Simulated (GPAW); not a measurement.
# InAs (F-43m) in GPAW: notebook

One crystal, InAs, is run at these levels: RPBE, revPBE, PBEsol; tasks: relaxation of cell and atoms, single point.

Program: GPAW 26.7.0. These are calculated values, not measurements. Logs are shortened: lines on timing, memory, paths and dates and some standing lists are left out, and cuts for length are marked. The log counts tension as positive stress, the text compression.

**What was measured.**

From a printed reference work, data compilation, for a bulk crystal of InAs at 4.2 K: band gap 0.418 eV (direct).

How close the calculation comes is told below.

## 1. The structure

Symmetry: F-43m, No. 216, cubic system. The conventional cell has a = 6.036 Å, b = 6.036 Å, c = 6.036 Å, α = 90.00°, β = 90.00°, γ = 90.00°. Around In (site symmetry -43m) lie 4 As at 2.61 Å. Around As (site symmetry -43m) lie 4 In at 2.61 Å.

## 2. Relaxation of cell and atoms, RPBE, target pressure 1 GPa, at which the enthalpy is minimised

Input file run.py:

```python
from ase.filters import FrechetCellFilter
from ase.io import read, write
from ase.optimize import FIRE
from ase.units import GPa
from gpaw import GPAW, PW

atoms = read('POSCAR')

calc = GPAW(mode=PW(600),
            xc='RPBE',
            kpts={'size': (8, 8, 8), 'gamma': True},
            occupations={'name': 'fermi-dirac', 'width': 0.05},
            nbands=18,
            convergence={'density': 1e-05, 'forces': 0.0001},
            maxiter=150,
            txt='gpaw.txt')
atoms.calc = calc
opt = FIRE(FrechetCellFilter(atoms, scalar_pressure=1 * GPa), trajectory='relax.traj', logfile='-')
done = opt.run(fmax=0.05, steps=100)
calc.write('gs.gpw')
write('result.traj', atoms)
print('Converged:', done)
print('Cell:', atoms.cell.cellpar().round(4))
print('Volume:', round(atoms.get_volume(), 4))
print(atoms.get_scaled_positions().round(5))
```

Input file POSCAR:

```
InAs
1.0
    0.0000000000      3.0180000000      3.0180000000
    3.0180000000      0.0000000000      3.0180000000
    3.0180000000      3.0180000000      0.0000000000
In As
1 1
Direct
    0.0000000000      0.0000000000      0.0000000000
    0.7500000000      0.7500000000      0.7500000000
```

Potentials or basis: the program's PAW data sets (release 1.2.1) made for this functional, pw.

On the command line:

```sh
$ OMP_NUM_THREADS=1 python run.py
```

gpaw.txt:

```text
__  _  _
 | _ |_)|_||  |
 |__||  | ||/\| - 26.7.0

Input parameters:
  mode=PW(ecut=600.0),
  convergence={'density': 1e-05, 'forces': 0.0001},
  kpts=MonkhorstPack(size=(8, 8, 8), gamma=True),
  maxiter=150,
  nbands=18,
  occupations=Occupations(name='fermi-dirac', width=0.05),
  xc=XC(name='RPBE')

Diagonalizing LCAO Hamiltonian
Converting LCAO to pw mode

                     As

       In

Atoms  # Å, Bohr magnetons
|   | symbol |        x |        y |        z |    initial magnetic moments |
|---|--------|----------|----------|----------|-----------------------------|
| 0 |     In | 0.000000 | 0.000000 | 0.000000 | ( 0.0000,  0.0000,  0.0000) |
| 1 |     As | 4.527000 | 4.527000 | 4.527000 | ( 0.0000,  0.0000,  0.0000) |

Unit cell  # Å
| periodic |        x |        y |        z |  lengths |    angles |
|----------|----------|----------|----------|----------|-----------|
|      yes | 0.000000 | 3.018000 | 3.018000 | 4.268097 | 60.000000 |
|      yes | 3.018000 | 0.000000 | 3.018000 | 4.268097 | 60.000000 |
|      yes | 3.018000 | 3.018000 | 0.000000 | 4.268097 | 60.000000 |

Number of symmetries: 24
Symmetry operations  # r_c * U_cc + t_c -> r_c
|    | kind |            matrix            |
|----|------|------------------------------|
|  0 |  E   |  1, 0, 0,  0, 1, 0,  0, 0, 1 |
|  1 |  σ   |  1, 0, 0,  0, 0, 1,  0, 1, 0 |
|  2 |  σ   |  1, 0,-1,  0, 1,-1,  0, 0,-1 |
|  3 |  C3  |  1, 0,-1,  0, 0,-1,  0, 1,-1 |
|  4 |  C3  |  1,-1, 0,  0,-1, 1,  0,-1, 0 |
|  5 |  σ   |  1,-1, 0,  0,-1, 0,  0,-1, 1 |
|  6 |  σ   |  0, 1, 0,  1, 0, 0,  0, 0, 1 |
|  7 |  C3  |  0, 1, 0,  0, 0, 1,  1, 0, 0 |
|  8 |  C2  |  0, 1,-1,  1, 0,-1,  0, 0,-1 |
[... 226 lines left out ...]
Atoms  # Å, Bohr magnetons
|   | symbol |        x |        y |        z |    initial magnetic moments |
|---|--------|----------|----------|----------|-----------------------------|
| 0 |     In | 0.000000 | 0.000000 | 0.000000 | ( 0.0000,  0.0000,  0.0000) |
| 1 |     As | 4.545736 | 4.545736 | 4.545736 | ( 0.0000,  0.0000,  0.0000) |

Unit cell  # Å
| periodic |        x |         y |         z |  lengths |    angles |
|----------|----------|-----------|-----------|----------|-----------|
|      yes | 0.000000 |  3.030491 |  3.030491 | 4.285761 | 60.000000 |
|      yes | 3.030491 | -0.000000 |  3.030491 | 4.285761 | 60.000000 |
|      yes | 3.030491 |  3.030491 | -0.000000 | 4.285761 | 60.000000 |

Number of symmetries: 24
Symmetry operations  # r_c * U_cc + t_c -> r_c
|    | kind |            matrix            |
|----|------|------------------------------|
|  0 |  E   |  1, 0, 0,  0, 1, 0,  0, 0, 1 |
|  1 |  σ   |  1, 0, 0,  0, 0, 1,  0, 1, 0 |
|  2 |  σ   |  1, 0,-1,  0, 1,-1,  0, 0,-1 |
|  3 |  C3  |  1, 0,-1,  0, 0,-1,  0, 1,-1 |
|  4 |  C3  |  1,-1, 0,  0,-1, 1,  0,-1, 0 |
|  5 |  σ   |  1,-1, 0,  0,-1, 0,  0,-1, 1 |
|  6 |  σ   |  0, 1, 0,  1, 0, 0,  0, 0, 1 |
|  7 |  C3  |  0, 1, 0,  0, 0, 1,  1, 0, 0 |
[... 1703 lines left out ...]
Stress tensor  # eV/Ang^3
|         x |         y |         z |
|-----------|-----------|-----------|
| -0.002570 | -0.000000 | -0.000000 |
| -0.000000 | -0.002570 |  0.000000 |
| -0.000000 |  0.000000 | -0.002570 |

Forces  # eV/Ang
|        x |       y |        z |
|----------|---------|----------|
| -0.00000 | 0.00000 |  0.00000 |  # In   0
| -0.00000 | 0.00000 | -0.00000 |  # As   1

Interpolating wave functions to new cell

                     As
[... 232 lines left out ...]
Stress tensor  # eV/Ang^3
|         x |         y |         z |
|-----------|-----------|-----------|
| -0.003120 |  0.000000 | -0.000000 |
|  0.000000 | -0.003120 | -0.000000 |
| -0.000000 | -0.000000 | -0.003120 |

Forces  # eV/Ang
|       x |        y |        z |
|---------|----------|----------|
| 0.00000 | -0.00000 | -0.00000 |  # In   0
| 0.00000 |  0.00000 |  0.00000 |  # As   1

Interpolating wave functions to new cell

                     As

       In

Atoms  # Å, Bohr magnetons
|   | symbol |        x |        y |        z |    initial magnetic moments |
|---|--------|----------|----------|----------|-----------------------------|
| 0 |     In | 0.000000 | 0.000000 | 0.000000 | ( 0.0000,  0.0000,  0.0000) |
| 1 |     As | 4.663507 | 4.663507 | 4.663507 | ( 0.0000,  0.0000,  0.0000) |

Unit cell  # Å
| periodic |         x |        y |        z |  lengths |    angles |
|----------|-----------|----------|----------|----------|-----------|
|      yes | -0.000000 | 3.109005 | 3.109005 | 4.396797 | 60.000000 |
|      yes |  3.109005 | 0.000000 | 3.109005 | 4.396797 | 60.000000 |
|      yes |  3.109005 | 3.109005 | 0.000000 | 4.396797 | 60.000000 |

Number of symmetries: 24
Symmetry operations  # r_c * U_cc + t_c -> r_c
|    | kind |            matrix            |
|----|------|------------------------------|
|  0 |  E   |  1, 0, 0,  0, 1, 0,  0, 0, 1 |
|  1 |  σ   |  1, 0, 0,  0, 0, 1,  0, 1, 0 |
|  2 |  σ   |  1, 0,-1,  0, 1,-1,  0, 0,-1 |
|  3 |  C3  |  1, 0,-1,  0, 0,-1,  0, 1,-1 |
|  4 |  C3  |  1,-1, 0,  0,-1, 1,  0,-1, 0 |
|  5 |  σ   |  1,-1, 0,  0,-1, 0,  0,-1, 1 |
|  6 |  σ   |  0, 1, 0,  1, 0, 0,  0, 0, 1 |
|  7 |  C3  |  0, 1, 0,  0, 0, 1,  1, 0, 0 |
|  8 |  C2  |  0, 1,-1,  1, 0,-1,  0, 0,-1 |
[... 222 lines left out ...]
Atoms  # Å, Bohr magnetons
|   | symbol |        x |        y |        z |    initial magnetic moments |
|---|--------|----------|----------|----------|-----------------------------|
| 0 |     In | 0.000000 | 0.000000 | 0.000000 | ( 0.0000,  0.0000,  0.0000) |
| 1 |     As | 4.659588 | 4.659588 | 4.659588 | ( 0.0000,  0.0000,  0.0000) |

Unit cell  # Å
| periodic |         x |         y |         z |  lengths |    angles |
|----------|-----------|-----------|-----------|----------|-----------|
|      yes | -0.000000 |  3.106392 |  3.106392 | 4.393101 | 60.000000 |
|      yes |  3.106392 | -0.000000 |  3.106392 | 4.393101 | 60.000000 |
|      yes |  3.106392 |  3.106392 | -0.000000 | 4.393101 | 60.000000 |

Number of symmetries: 24
Symmetry operations  # r_c * U_cc + t_c -> r_c
|    | kind |            matrix            |
|----|------|------------------------------|
|  0 |  E   |  1, 0, 0,  0, 1, 0,  0, 0, 1 |
|  1 |  σ   |  1, 0, 0,  0, 0, 1,  0, 1, 0 |
|  2 |  σ   |  1, 0,-1,  0, 1,-1,  0, 0,-1 |
|  3 |  C3  |  1, 0,-1,  0, 0,-1,  0, 1,-1 |
|  4 |  C3  |  1,-1, 0,  0,-1, 1,  0,-1, 0 |
|  5 |  σ   |  1,-1, 0,  0,-1, 0,  0,-1, 1 |
|  6 |  σ   |  0, 1, 0,  1, 0, 0,  0, 0, 1 |
|  7 |  C3  |  0, 1, 0,  0, 0, 1,  1, 0, 0 |
|  8 |  C2  |  0, 1,-1,  1, 0,-1,  0, 0,-1 |
[... 453 lines left out ...]
Stress tensor  # eV/Ang^3
|         x |         y |         z |
|-----------|-----------|-----------|
| -0.005349 |  0.000000 |  0.000000 |
|  0.000000 | -0.005349 |  0.000000 |
|  0.000000 |  0.000000 | -0.005349 |

Forces  # eV/Ang
|        x |        y |       z |
|----------|----------|---------|
|  0.00000 | -0.00000 | 0.00000 |  # In   0
| -0.00000 | -0.00000 | 0.00000 |  # As   1

# Writing to gs.gpw (mode='')
```

Run time: 2.6 min. Hardware: 1 thread of Arm Neoverse V1, shared host; peak memory 0.27 GiB.

Results:

```
Free energy                                            : -7.2842 eV
Relaxed volume                                         : 29.89 Å³/atom
Relaxed cell                                           : a = 4.389 Å, b = 4.389 Å, c = 4.389 Å, α = 60.00°, β = 60.00°, γ = 60.00°
Space group after relaxing (to 0.05 Å)                 : F-43m (No. 216)
Energy change on relaxing (the enthalpy is what falls) : -47.8 meV/atom
Ionic steps                                            : 12
Pressure after relaxing                                : 0.9 GPa
Band gap on the k mesh                                 : none (metal or under the smearing width)
```

Step by step:
| step | energy change (eV) | largest force (eV/Å) | pressure (GPa) | volume (Å³) |
| --- | --- | --- | --- | --- |
| 1 | 0.0000 | 0.0000 | 5.81 | 54.98 |
| 2 | -0.0232 | 0.0000 | 4.96 | 55.66 |
| 3 | -0.0572 | 0.0000 | 3.51 | 56.94 |
| 4 | -0.0857 | 0.0000 | 1.84 | 58.64 |
| 5 | -0.0983 | 0.0000 | 0.27 | 60.53 |
| 6 | -0.0982 | 0.0000 | 0.30 | 60.50 |
| 7 | -0.0981 | 0.0000 | 0.34 | 60.44 |
| 8 | -0.0979 | 0.0000 | 0.41 | 60.35 |
| 9 | -0.0975 | 0.0000 | 0.50 | 60.24 |
| 10 | -0.0970 | 0.0000 | 0.61 | 60.10 |
| 11 | -0.0964 | 0.0000 | 0.73 | 59.95 |
| 12 | -0.0955 | 0.0000 | 0.86 | 59.79 |

Final structure:
```yaml
crystal:
  lattice:
    - [0.00000, 3.10358, 3.10358]
    - [3.10358, 0.00000, 3.10358]
    - [3.10358, 3.10358, 0.00000]
  atoms:
    - { symbol: In, position: [0.00000, 0.00000, 0.00000] }
    - { symbol: As, position: [0.75000, 0.75000, 0.75000] }
```

Caveat: later steps reuse the first step's grids; this crystal is a semiconductor, whose small gap the functional closes, so the metal is an error of the method. RPBE and its kin give volumes clearly too large for solids.

## 3. Relaxation of cell and atoms, revPBE

Edit run.py of step 2 so:

```diff
@@ -2,4 +2,3 @@
 from ase.io import read, write
-from ase.optimize import FIRE
-from ase.units import GPa
+from ase.optimize import BFGS
 from gpaw import GPAW, PW
@@ -9,3 +8,3 @@
 calc = GPAW(mode=PW(600),
-            xc='RPBE',
+            xc='revPBE',
             kpts={'size': (8, 8, 8), 'gamma': True},
@@ -17,4 +16,4 @@
 atoms.calc = calc
-opt = FIRE(FrechetCellFilter(atoms, scalar_pressure=1 * GPa), trajectory='relax.traj', logfile='-')
-done = opt.run(fmax=0.05, steps=100)
+opt = BFGS(FrechetCellFilter(atoms), trajectory='relax.traj', logfile='-')
+done = opt.run(fmax=0.02, steps=60)
 calc.write('gs.gpw')
```

POSCAR is that of step 2.

Potentials or basis: the program's PAW data sets (release 1.2.1) made for this functional, pw.

On the command line:

```sh
$ OMP_NUM_THREADS=1 python run.py
```

gpaw.txt:

```text
__  _  _
 | _ |_)|_||  |
 |__||  | ||/\| - 26.7.0

Input parameters:
  mode=PW(ecut=600.0),
  convergence={'density': 1e-05, 'forces': 0.0001},
  kpts=MonkhorstPack(size=(8, 8, 8), gamma=True),
  maxiter=150,
  nbands=18,
  occupations=Occupations(name='fermi-dirac', width=0.05),
  xc=XC(name='revPBE')

Diagonalizing LCAO Hamiltonian
Converting LCAO to pw mode

                     As

       In

Atoms  # Å, Bohr magnetons
|   | symbol |        x |        y |        z |    initial magnetic moments |
|---|--------|----------|----------|----------|-----------------------------|
| 0 |     In | 0.000000 | 0.000000 | 0.000000 | ( 0.0000,  0.0000,  0.0000) |
| 1 |     As | 4.527000 | 4.527000 | 4.527000 | ( 0.0000,  0.0000,  0.0000) |

Unit cell  # Å
| periodic |        x |        y |        z |  lengths |    angles |
|----------|----------|----------|----------|----------|-----------|
|      yes | 0.000000 | 3.018000 | 3.018000 | 4.268097 | 60.000000 |
|      yes | 3.018000 | 0.000000 | 3.018000 | 4.268097 | 60.000000 |
|      yes | 3.018000 | 3.018000 | 0.000000 | 4.268097 | 60.000000 |

Number of symmetries: 24
Symmetry operations  # r_c * U_cc + t_c -> r_c
|    | kind |            matrix            |
|----|------|------------------------------|
|  0 |  E   |  1, 0, 0,  0, 1, 0,  0, 0, 1 |
|  1 |  σ   |  1, 0, 0,  0, 0, 1,  0, 1, 0 |
|  2 |  σ   |  1, 0,-1,  0, 1,-1,  0, 0,-1 |
|  3 |  C3  |  1, 0,-1,  0, 0,-1,  0, 1,-1 |
|  4 |  C3  |  1,-1, 0,  0,-1, 1,  0,-1, 0 |
|  5 |  σ   |  1,-1, 0,  0,-1, 0,  0,-1, 1 |
|  6 |  σ   |  0, 1, 0,  1, 0, 0,  0, 0, 1 |
|  7 |  C3  |  0, 1, 0,  0, 0, 1,  1, 0, 0 |
|  8 |  C2  |  0, 1,-1,  1, 0,-1,  0, 0,-1 |
|  9 |  S4  |  0, 1,-1,  0, 0,-1,  1, 0,-1 |
| 10 |  C3  |  0, 0, 1,  1, 0, 0,  0, 1, 0 |
| 11 |  σ   |  0, 0, 1,  0, 1, 0,  1, 0, 0 |
| 12 |  S4  |  0, 0,-1,  1, 0,-1,  0, 1,-1 |
| 13 |  C3  |  0, 0,-1,  0, 1,-1,  1, 0,-1 |
[... 216 lines left out ...]
                     As

       In

Atoms  # Å, Bohr magnetons
|   | symbol |         x |        y |         z |    initial magnetic moments |
|---|--------|-----------|----------|-----------|-----------------------------|
| 0 |     In | -0.000000 | 0.000000 | -0.000000 | ( 0.0000,  0.0000,  0.0000) |
| 1 |     As |  4.556657 | 4.556657 |  4.556657 | ( 0.0000,  0.0000,  0.0000) |

Unit cell  # Å
| periodic |        x |        y |        z |  lengths |    angles |
|----------|----------|----------|----------|----------|-----------|
|      yes | 0.000000 | 3.037771 | 3.037771 | 4.296057 | 60.000000 |
|      yes | 3.037771 | 0.000000 | 3.037771 | 4.296057 | 60.000000 |
|      yes | 3.037771 | 3.037771 | 0.000000 | 4.296057 | 60.000000 |

Number of symmetries: 24
Symmetry operations  # r_c * U_cc + t_c -> r_c
|    | kind |            matrix            |
|----|------|------------------------------|
|  0 |  E   |  1, 0, 0,  0, 1, 0,  0, 0, 1 |
|  1 |  σ   |  1, 0, 0,  0, 0, 1,  0, 1, 0 |
|  2 |  σ   |  1, 0,-1,  0, 1,-1,  0, 0,-1 |
|  3 |  C3  |  1, 0,-1,  0, 0,-1,  0, 1,-1 |
|  4 |  C3  |  1,-1, 0,  0,-1, 1,  0,-1, 0 |
|  5 |  σ   |  1,-1, 0,  0,-1, 0,  0,-1, 1 |
|  6 |  σ   |  0, 1, 0,  1, 0, 0,  0, 0, 1 |
|  7 |  C3  |  0, 1, 0,  0, 0, 1,  1, 0, 0 |
|  8 |  C2  |  0, 1,-1,  1, 0,-1,  0, 0,-1 |
|  9 |  S4  |  0, 1,-1,  0, 0,-1,  1, 0,-1 |
| 10 |  C3  |  0, 0, 1,  1, 0, 0,  0, 1, 0 |
| 11 |  σ   |  0, 0, 1,  0, 1, 0,  1, 0, 0 |
| 12 |  S4  |  0, 0,-1,  1, 0,-1,  0, 1,-1 |
| 13 |  C3  |  0, 0,-1,  0, 1,-1,  1, 0,-1 |
[... 200 lines left out ...]
Stress tensor  # eV/Ang^3
|         x |         y |         z |
|-----------|-----------|-----------|
| -0.025072 |  0.000000 |  0.000000 |
|  0.000000 | -0.025072 | -0.000000 |
|  0.000000 | -0.000000 | -0.025072 |

Forces  # eV/Ang
|        x |       y |        z |
|----------|---------|----------|
| -0.00000 | 0.00000 | -0.00000 |  # In   0
|  0.00000 | 0.00000 |  0.00000 |  # As   1

Interpolating wave functions to new cell

                     As

       In

Atoms  # Å, Bohr magnetons
|   | symbol |         x |        y |         z |    initial magnetic moments |
|---|--------|-----------|----------|-----------|-----------------------------|
| 0 |     In | -0.000000 | 0.000000 | -0.000000 | ( 0.0000,  0.0000,  0.0000) |
| 1 |     As |  4.656693 | 4.656693 |  4.656693 | ( 0.0000,  0.0000,  0.0000) |

Unit cell  # Å
| periodic |        x |         y |         z |  lengths |    angles |
|----------|----------|-----------|-----------|----------|-----------|
|      yes | 0.000000 |  3.104462 |  3.104462 | 4.390372 | 60.000000 |
|      yes | 3.104462 | -0.000000 |  3.104462 | 4.390372 | 60.000000 |
|      yes | 3.104462 |  3.104462 | -0.000000 | 4.390372 | 60.000000 |

Number of symmetries: 24
Symmetry operations  # r_c * U_cc + t_c -> r_c
|    | kind |            matrix            |
|----|------|------------------------------|
|  0 |  E   |  1, 0, 0,  0, 1, 0,  0, 0, 1 |
|  1 |  σ   |  1, 0, 0,  0, 0, 1,  0, 1, 0 |
|  2 |  σ   |  1, 0,-1,  0, 1,-1,  0, 0,-1 |
|  3 |  C3  |  1, 0,-1,  0, 0,-1,  0, 1,-1 |
|  4 |  C3  |  1,-1, 0,  0,-1, 1,  0,-1, 0 |
|  5 |  σ   |  1,-1, 0,  0,-1, 0,  0,-1, 1 |
|  6 |  σ   |  0, 1, 0,  1, 0, 0,  0, 0, 1 |
|  7 |  C3  |  0, 1, 0,  0, 0, 1,  1, 0, 0 |
|  8 |  C2  |  0, 1,-1,  1, 0,-1,  0, 0,-1 |
|  9 |  S4  |  0, 1,-1,  0, 0,-1,  1, 0,-1 |
| 10 |  C3  |  0, 0, 1,  1, 0, 0,  0, 1, 0 |
| 11 |  σ   |  0, 0, 1,  0, 1, 0,  1, 0, 0 |
| 12 |  S4  |  0, 0,-1,  1, 0,-1,  0, 1,-1 |
| 13 |  C3  |  0, 0,-1,  0, 1,-1,  1, 0,-1 |
[... 216 lines left out ...]
                     As

       In

Atoms  # Å, Bohr magnetons
|   | symbol |        x |        y |         z |    initial magnetic moments |
|---|--------|----------|----------|-----------|-----------------------------|
| 0 |     In | 0.000000 | 0.000000 | -0.000000 | ( 0.0000,  0.0000,  0.0000) |
| 1 |     As | 4.668467 | 4.668467 |  4.668467 | ( 0.0000,  0.0000,  0.0000) |

Unit cell  # Å
| periodic |        x |         y |         z |  lengths |    angles |
|----------|----------|-----------|-----------|----------|-----------|
|      yes | 0.000000 |  3.112311 |  3.112311 | 4.401473 | 60.000000 |
|      yes | 3.112311 | -0.000000 |  3.112311 | 4.401473 | 60.000000 |
|      yes | 3.112311 |  3.112311 | -0.000000 | 4.401473 | 60.000000 |

Number of symmetries: 24
Symmetry operations  # r_c * U_cc + t_c -> r_c
|    | kind |            matrix            |
|----|------|------------------------------|
|  0 |  E   |  1, 0, 0,  0, 1, 0,  0, 0, 1 |
|  1 |  σ   |  1, 0, 0,  0, 0, 1,  0, 1, 0 |
|  2 |  σ   |  1, 0,-1,  0, 1,-1,  0, 0,-1 |
|  3 |  C3  |  1, 0,-1,  0, 0,-1,  0, 1,-1 |
|  4 |  C3  |  1,-1, 0,  0,-1, 1,  0,-1, 0 |
|  5 |  σ   |  1,-1, 0,  0,-1, 0,  0,-1, 1 |
|  6 |  σ   |  0, 1, 0,  1, 0, 0,  0, 0, 1 |
|  7 |  C3  |  0, 1, 0,  0, 0, 1,  1, 0, 0 |
|  8 |  C2  |  0, 1,-1,  1, 0,-1,  0, 0,-1 |
|  9 |  S4  |  0, 1,-1,  0, 0,-1,  1, 0,-1 |
| 10 |  C3  |  0, 0, 1,  1, 0, 0,  0, 1, 0 |
| 11 |  σ   |  0, 0, 1,  0, 1, 0,  1, 0, 0 |
| 12 |  S4  |  0, 0,-1,  1, 0,-1,  0, 1,-1 |
| 13 |  C3  |  0, 0,-1,  0, 1,-1,  1, 0,-1 |
[... 207 lines left out ...]
Forces  # eV/Ang
|        x |        y |        z |
|----------|----------|----------|
| -0.00000 | -0.00000 | -0.00000 |  # In   0
|  0.00000 |  0.00000 |  0.00000 |  # As   1

# Writing to gs.gpw (mode='')
```

It took 60 s on 1 thread of Arm Neoverse V1, shared host; peak memory 0.23 GiB.

Results:

| Item | Value |
| --- | --- |
| Free energy | -7.3832 eV |
| Relaxed volume | 30.15 Å³/atom |
| Relaxed cell | a = 4.401 Å, b = 4.401 Å, c = 4.401 Å, α = 60.00°, β = 60.00°, γ = 60.00° |
| Space group after relaxing (to 0.05 Å) | F-43m (No. 216) |
| Energy gained by relaxing | 41.3 meV/atom |
| Ionic steps | 4 |
| Pressure after relaxing | 0.0 GPa |
| Band gap on the k mesh | none (metal or under the smearing width) |

The path:
```
step  energy change (eV)  largest force (eV/Å)  pressure (GPa)  volume (Å³)
   1              0.0000                0.0000            5.33        54.98
   2             -0.0319                0.0000            4.02        56.07
   3             -0.0820                0.0000            0.39        59.84
   4             -0.0827                0.0000            0.04        60.29
```

Final structure:
```
In As
1.0
     0.00000    3.11231    3.11231
     3.11231    0.00000    3.11231
     3.11231    3.11231    0.00000
In As
1 1
Direct
  0.00000 0.00000 0.00000
  0.75000 0.75000 0.75000
```

Caveat: later steps reuse the first step's grids; this crystal is a semiconductor, whose small gap the functional closes, so the metal is an error of the method. revPBE gives volumes clearly too large for solids.

(Continued in part 2 of 2.)
